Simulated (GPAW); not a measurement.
**GaSb: single point with PBE**

The system is GaSb.

```
Sb Ga
1.0
    -1.55590    2.67500    2.89331
     1.55590   -2.67500    2.89331
     1.55590    2.67500   -2.89331
Sb Ga
1 1
Direct
  0.50000 0.50000 0.00000
  0.00000 0.00000 0.00000
```

Measurements of this composition are mostly on another form, of space group No. 216.

```yaml
Program: GPAW 26.7.0
Task: single point
Functional: PBE
Potentials_or_basis: GPAW PAW data sets (gpaw-data 1.2.1)
Cutoff: 600 eV
Basis: pw
k_mesh: 10 × 10 × 10
Occupations: gaussian, width 0.05 eV
Spin: no spin polarisation
Maxiter: 150
```

| Item | Value |
| --- | --- |
| Pressure | -0.4 GPa |
| Band gap on the k mesh | none (metal or under the smearing width) |

Stress tensor (GPa, compression positive):
```
 0.75  0.00  0.00
 0.00 -0.73  0.00
 0.00  0.00 -1.11
```

Levels at points of the mesh, in eV from the Fermi level:
```
           k point  band 5  band 6  band 7  band 8  band 9  band 10  band 11  band 12  band 13  band 14
(0.00, 0.00, 0.00)  -28.92  -11.93   -3.20   -2.15   -1.71     3.39     5.35     6.16     7.56     8.13
(0.50, 0.00, 0.00)  -28.91  -10.53   -8.02   -0.24    1.49     2.05     2.59     4.80     7.09     9.07
(0.50, 0.00, 0.50)  -28.90   -8.02   -6.02   -2.02   -0.45    -0.30     1.12     2.86     3.73     8.91
(0.50, 0.50, 0.00)  -28.90   -8.05   -5.02   -2.97   -2.06    -1.71     3.33     3.86     6.50     7.43
(0.50, 0.50, 0.50)  -28.91   -9.60   -5.90   -5.08   -4.79     3.29     7.19     9.61    10.28    10.31
```

It took 85 s on 1 thread of Arm Neoverse V1, on a shared host, peak memory 0.3 GiB.

Spin-orbit coupling is left out, which matters for the levels of Sb.
